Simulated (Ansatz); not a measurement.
# Sc (I4/mmm) in Ansatz: convergence with k mesh

Aim: find how far k mesh must go before the results for Sc settle, at PBE. This setting moves, with any that are tied to it; all else stays.

Everything below comes from runs of Ansatz 0.2.0. Logs are shortened: lines on timing, memory, paths and dates and some standing lists are left out, and cuts for length are marked.

## 1. The crystal as given

It takes space group I4/mmm (No. 139, tetragonal). The conventional cell has a = 3.834 Å, b = 3.834 Å, c = 3.435 Å, α = 90.00°, β = 90.00°, γ = 90.00°. Around Sc (site symmetry 4/mmm) lie 10 Sc at 3.21 to 3.44 Å.

This isn't the form of Sc at room conditions, which is hcp.

## 2. With k mesh 2 × 2 × 2

File input.yaml:

```yaml
crystal:
  lattice:
    - [-1.9172054859, 1.9172054859, 1.717603]
    - [1.9172054859, -1.9172054859, 1.717603]
    - [1.9172054859, 1.9172054859, -1.717603]
  atoms:
    - { symbol: Sc, position: [0.0, 0.0, 0.0] }
kpoints:
  mp_grid: { grid: [2, 2, 2] }
scf:
  occupations: { method: fermi_dirac, width: 0.05 }
hamiltonian:
  xc: pbe
  pseudopotentials: { kind: all_electron, lapw: { basis_error: 0.001 } }
output:
  forces: true
  stress: true
  eigenvalues: true
```

Potentials or basis: all-electron LAPW, scalar-relativistic.

Command:

```bash
> ansatz run input.yaml --threads 1 --pin off --max-ram 3072MiB --backend cpu --events-out ev --progress --plain --runs-dir out
```

The program printed:

```text
Warning: RAYON_NUM_THREADS=1 ignored (pool sized by the plan → 1); use --threads N
LAPW: plane waves up to 6.707 Å⁻¹, error target 1.0e-3 eV per atom; small_component_spin mean_spin; Sc in spheres of 1.605 Å, 11 of its electrons in bands, Dirac shells [] (how accurate: hamiltonian.pseudopotentials.lapw.basis_error, Limitations)
Engine: ansatz 0.2.0, x86_64-unknown-linux-gnu
Pseudopotentials: kind: all_electron
Pseudopotential: Sc, LAPW, valence charge 11, lapw/all_electron/scalar/gaussian/Sc, Koelling and Harmon's equation, gaussian nucleus
Functional definition: PBE
  parameter kappa = 0.804
  parameter beta = 0.06672455060314922
  exchange = pbe_x(kappa = kappa, mu = beta*pi^2/3)
  correlation = pbe_c(beta = beta)
Crystal: 1 atoms, lattice volume = 25.253 Å³
Basis set: ecut = 171.36919605864543 eV, 139 PW (Γ), exchange–correlation at level 2
Bands: 10, of which v1, the nominal top of the filled ones, is band 6 counted from 1 (5 counted from 0)
Symmetry: 16 space group operations
Space group: I4/mmm (ITA 139), of the structure as read, at distance tolerance 2.9e-5 Å
k-points: 4 of 8
Non-local potential: Sc, projectors of the file, none
Initial density: superposition of atomic densities (chi_scale 0.1, normalization cell)
Initial wavefunctions: plane waves of lowest kinetic energy (no species holds an atomic orbital)
Functional: x = pbe(κ = 0.804, μ = 0.2195149727645171), c = pbe(β = 0.06672455060314922)
iter 1 solved again at ethr=3.29e-4 eV; its pass at ethr=1.00e-1 eV (dr2=3.61e-2 eV) is discarded
SCF iter   1: F=—  HF=-20795.809922 eV  |F-HF|=—  |Δ(HF+E_count)|=         —  Δρ=1.09e-2  dr2=3.64e-2  ethr=3.29e-4  ⟨swp⟩=2.8  Hψ=301  notcnv=0
preconditioner: auto → none  [insulator: Δε(μ)=0.295 eV  Ē_g=4.336 eV  σ=0.050 eV  W_gap=0.74  n_scr=4 (ndim 8)  ℏωp=12.8 eV  f_vac=0.000  D(μ)=3.88/eV (n_scr^D=70)  ε∞_Penn≈9.7]
iter 2 solved again at ethr=1.53e-5 eV; its pass at ethr=3.29e-4 eV (dr2=1.68e-3 eV) is discarded
SCF iter   2: F=—  HF=-20795.783426 eV  |F-HF|=—  |Δ(HF+E_count)|=   2.65e-2  Δρ=2.51e-3  dr2=1.68e-3  ethr=1.53e-5  ⟨swp⟩=2.0  Hψ=210  notcnv=0
SCF iter   3: F=—  HF=-20795.778373 eV  |F-HF|=—  |Δ(HF+E_count)|=   5.05e-3  Δρ=3.38e-3  dr2=3.53e-3  ethr=1.52e-5  ⟨swp⟩=2.2  Hψ=120  notcnv=0
SCF iter   4: F=—  HF=-20795.778602 eV  |F-HF|=—  |Δ(HF+E_count)|=   2.29e-4  Δρ=1.70e-3  dr2=9.23e-4  ethr=1.52e-5  ⟨swp⟩=2.0  Hψ=116  notcnv=0
SCF iter   5: F=—  HF=-20795.778368 eV  |F-HF|=—  |Δ(HF+E_count)|=   2.34e-4  Δρ=1.36e-3  dr2=5.91e-4  ethr=8.39e-6  ⟨swp⟩=2.0  Hψ=115  notcnv=0
SCF iter   6: F=—  HF=-20795.778053 eV  |F-HF|=—  |Δ(HF+E_count)|=   3.15e-4  Δρ=5.74e-4  dr2=1.05e-4  ethr=5.38e-6  ⟨swp⟩=2.0  Hψ=115  notcnv=0
SCF iter   7: F=—  HF=-20795.777987 eV  |F-HF|=—  |Δ(HF+E_count)|=   6.56e-5  Δρ=9.52e-5  dr2=2.87e-6  ethr=9.51e-7  ⟨swp⟩=2.0  Hψ=116  notcnv=0
SCF iter   8: F=—  HF=-20795.777985 eV  |F-HF|=—  |Δ(HF+E_count)|=   1.87e-6  Δρ=1.17e-5  dr2=4.36e-8  ethr=2.61e-8  ⟨swp⟩=2.0  Hψ=116  notcnv=0
SCF iter   9: F=-20795.777985 eV  HF=-20795.777985 eV  |F-HF|=2.44e-10  |Δ(HF+E_count)|=   2.87e-8  Δρ=6.19e-7  dr2=1.18e-10  ethr=3.96e-10  ⟨swp⟩=2.2  Hψ=117  notcnv=0
SCF 1 converged in 9 iterations: F = -20795.777985 eV  dr2 = 1.18e-10
SCF converged after 9 iterations
Free energy (F): -20795.777985 eV
Harris-Foulkes:  -20795.777985 eV  (|F-HF|=2.44e-10)
Internal energy: -20795.734419 eV  (E = F + TS)
E sigma→0 (E₀):  -20795.756202 eV
Entropy (-TS):   -0.043566 eV (-43.566 meV/atom)
Fermi energy:    9.552579 eV
--- Per-component energies (eV) ---
  E_band       = -167.293135
  E_kinetic    = 20971.951857
  E_xc         = -1063.287001
  E_electrostatic = -40704.399276  (all electrons and nuclei)
  E_smearing   = -0.043566  (= −TS)
  E_closure    = 0.000000  (closes the sum)
  E_atoms      = -20790.993794  (free atoms, spherical and without spin; not in F)
  Σ components = -20795.777985   (vs F -20795.777985, Δ=0.00e0)
  Basis errors (estimates in eV, not in F): energy 1.0e-4 per atom: plane waves 7.6e-5 (4.0e-5 summed), levels above the bands 8.5e-45, relativity 7.9e-9, radial functions 2.6e-5, core shells 6.4e-9; eigenvalues (radial functions only) 7.6e-7; not estimated: angular momenta, meshes, grids; target (lapw.basis_error) 1.0e-3; muffin-tin radii Sc 1.605 Å
--- Forces (eV/Å), atoms counted from 1 ---
  atom   1  Sc    -0.00000000     0.00000000    -0.00000000
  max |Σ_I F_I| component: 1.60e-31 eV/Å
--- Stress (GPa, compression-positive) ---
       -5.439820      -0.000000       0.000000
       -0.000000      -5.439820      -0.000000
        0.000000      -0.000000     -20.097557
  P = ⅓ Tr σ = -10.3257 GPa (-103.257 kbar)
--- Band table (eV) ---
  k-point 0: bands = ["-39.9798", "-18.4380", "-18.3975", "-18.3975", "4.2334", "10.5795", "11.2522", "11.2522", "11.8813", "12.7453"]
  k-point 1: bands = ["-39.9265", "-18.7679", "-18.5333", "-18.3827", "7.6266", "9.4749", "10.3872", "11.8001", "12.4991", "13.5697"]
  k-point 2: bands = ["-39.9183", "-18.7953", "-18.5215", "-18.4358", "7.7769", "9.5864", "10.0423", "12.3513", "13.0171", "13.6327"]
  k-point 3: bands = ["-39.8828", "-18.6763", "-18.6763", "-18.6402", "8.2344", "8.4163", "13.3142", "13.3142", "13.4897", "14.6392"]
```

Wall time 5.2 s (1 thread of Intel Xeon at 2.50GHz (Skylake/Cascade Lake), shared host); peak memory 0.21 GiB.

Results:

- Free energy: -20795.7780 eV
- Pressure: -10.3 GPa
- Band gap on the k mesh: none (metal or under the smearing width)

## 3. With k mesh 4 × 4 × 4

input.yaml: that of step 2 with these lines changed.

```diff
@@ -8,3 +8,3 @@
 kpoints:
-  mp_grid: { grid: [2, 2, 2] }
+  mp_grid: { grid: [4, 4, 4] }
 scf:
```

Potentials or basis: all-electron LAPW, scalar-relativistic.

Command:

```bash
> ansatz run input.yaml --threads 1 --pin off --max-ram 3072MiB --backend cpu --events-out ev --progress --plain --runs-dir out
```

It took 3.7 s on 1 thread of Intel Xeon at 2.50GHz (Skylake/Cascade Lake), shared host; peak memory 0.22 GiB.

Results:

* Free energy: -20795.4876 eV
* Pressure: -1.0 GPa
* Band gap on the k mesh: none (metal or under the smearing width)

## 4. With k mesh 5 × 5 × 5

input.yaml: that of step 3 with these lines changed.

```diff
@@ -8,3 +8,3 @@
 kpoints:
-  mp_grid: { grid: [4, 4, 4] }
+  mp_grid: { grid: [5, 5, 5] }
 scf:
```

Command:

```bash
> ansatz run input.yaml --threads 1 --pin off --max-ram 3072MiB --backend cpu --events-out ev --progress --plain --runs-dir out
```

It took 5.9 s on 1 thread of Intel Xeon at 2.50GHz (Skylake/Cascade Lake), shared host; peak memory 0.23 GiB.

What came out:

```
Free energy            : -20795.4406 eV
Pressure               : -0.9 GPa
Band gap on the k mesh : none (metal or under the smearing width)
```

## 5. With k mesh 6 × 6 × 6

input.yaml: that of step 4 with these lines changed.

```diff
@@ -8,3 +8,3 @@
 kpoints:
-  mp_grid: { grid: [5, 5, 5] }
+  mp_grid: { grid: [6, 6, 6] }
 scf:
```

Command:

```bash
> ansatz run input.yaml --threads 1 --pin off --max-ram 3072MiB --backend cpu --events-out ev --progress --plain --runs-dir out
```

Wall time 4.7 s (1 thread of Intel Xeon at 2.50GHz (Skylake/Cascade Lake), shared host); peak memory 0.23 GiB.

Results:

| Item | Value |
| --- | --- |
| Free energy | -20795.4565 eV |
| Pressure | -0.8 GPa |
| Band gap on the k mesh | none (metal or under the smearing width) |

## 6. With k mesh 8 × 8 × 8

input.yaml: that of step 5 with these lines changed.

```diff
@@ -8,3 +8,3 @@
 kpoints:
-  mp_grid: { grid: [6, 6, 6] }
+  mp_grid: { grid: [8, 8, 8] }
 scf:
```

Potentials or basis: all-electron LAPW, scalar-relativistic.

Command:

```bash
> ansatz run input.yaml --threads 1 --pin off --max-ram 3072MiB --backend cpu --events-out ev --progress --plain --runs-dir out
```

Run time: 9.1 s. Hardware: 1 thread of Intel Xeon at 2.50GHz (Skylake/Cascade Lake), shared host; peak memory 0.24 GiB.

What came out:

* Free energy: -20795.4547 eV
* Pressure: -0.9 GPa
* Band gap on the k mesh: none (metal or under the smearing width)

## 7. With k mesh 10 × 10 × 10

input.yaml: that of step 6 with these lines changed.

```diff
@@ -8,3 +8,3 @@
 kpoints:
-  mp_grid: { grid: [8, 8, 8] }
+  mp_grid: { grid: [10, 10, 10] }
 scf:
```

Command:

```bash
> ansatz run input.yaml --threads 1 --pin off --max-ram 3072MiB --backend cpu --events-out ev --progress --plain --runs-dir out
```

Run time: 11 s. Hardware: 1 thread of Intel Xeon at 2.50GHz (Skylake/Cascade Lake), shared host; peak memory 0.27 GiB.

What came out:

* Free energy: -20795.4537 eV
* Pressure: -0.8 GPa
* Band gap on the k mesh: none (metal or under the smearing width)

## 8. With k mesh 12 × 12 × 12

input.yaml: that of step 7 with these lines changed.

```diff
@@ -8,3 +8,3 @@
 kpoints:
-  mp_grid: { grid: [10, 10, 10] }
+  mp_grid: { grid: [12, 12, 12] }
 scf:
```

Command:

```bash
> ansatz run input.yaml --threads 1 --pin off --max-ram 3072MiB --backend cpu --events-out ev --progress --plain --runs-dir out
```

Wall time 21 s (1 thread of Intel Xeon at 2.50GHz (Skylake/Cascade Lake), shared host); peak memory 0.29 GiB.

The run converged. Its results:

```
Free energy            : -20795.4542 eV
Pressure               : -0.8 GPa
Band gap on the k mesh : none (metal or under the smearing width)
```

## 9. With k mesh 14 × 14 × 14

input.yaml: that of step 8 with these lines changed.

```diff
@@ -8,3 +8,3 @@
 kpoints:
-  mp_grid: { grid: [12, 12, 12] }
+  mp_grid: { grid: [14, 14, 14] }
 scf:
```

Potentials or basis: all-electron LAPW, scalar-relativistic.

Command:

```bash
> ansatz run input.yaml --threads 1 --pin off --max-ram 3072MiB --backend cpu --events-out ev --progress --plain --runs-dir out
```

Run time: 25 s. Hardware: 1 thread of Intel Xeon at 2.50GHz (Skylake/Cascade Lake), shared host; peak memory 0.33 GiB.

It converged, with:

```
Free energy            : -20795.4543 eV
Pressure               : -0.8 GPa
Band gap on the k mesh : none (metal or under the smearing width)
```

## 10. Summary

| k mesh | energy less the tightest run, at zero smearing (meV/atom) | pressure (GPa) | SCF cycles | CPU time (s) | peak memory (GiB) |
| --- | --- | --- | --- | --- | --- |
| 2 × 2 × 2 | -312.61 | -10.33 | 9 | 2.2 | 0.21 |
| 4 × 4 × 4 | -29.77 | -1.03 | 5 | 2.4 | 0.22 |
| 5 × 5 × 5 | 16.18 | -0.86 | 6 | 2.9 | 0.23 |
| 6 × 6 × 6 | -1.75 | -0.76 | 6 | 3.7 | 0.23 |
| 8 × 8 × 8 | -1.26 | -0.85 | 6 | 6.4 | 0.24 |
| 10 × 10 × 10 | 0.75 | -0.79 | 6 | 9.6 | 0.27 |
| 12 × 12 × 12 | 0.18 | -0.77 | 6 | 16 | 0.29 |
| 14 × 14 × 14 | 0.00 | -0.77 | 6 | 21 | 0.33 |

Against the tightest run, the energy stays within 1 meV/atom from 10 × 10 × 10 on; the pressure stays within 0.1 GPa from 5 × 5 × 5 on. Meshes of other sizes hit other points, so gaps and Fermi surfaces needn't settle smoothly. The tightest run that finished is the yardstick and may itself not be fully converged.
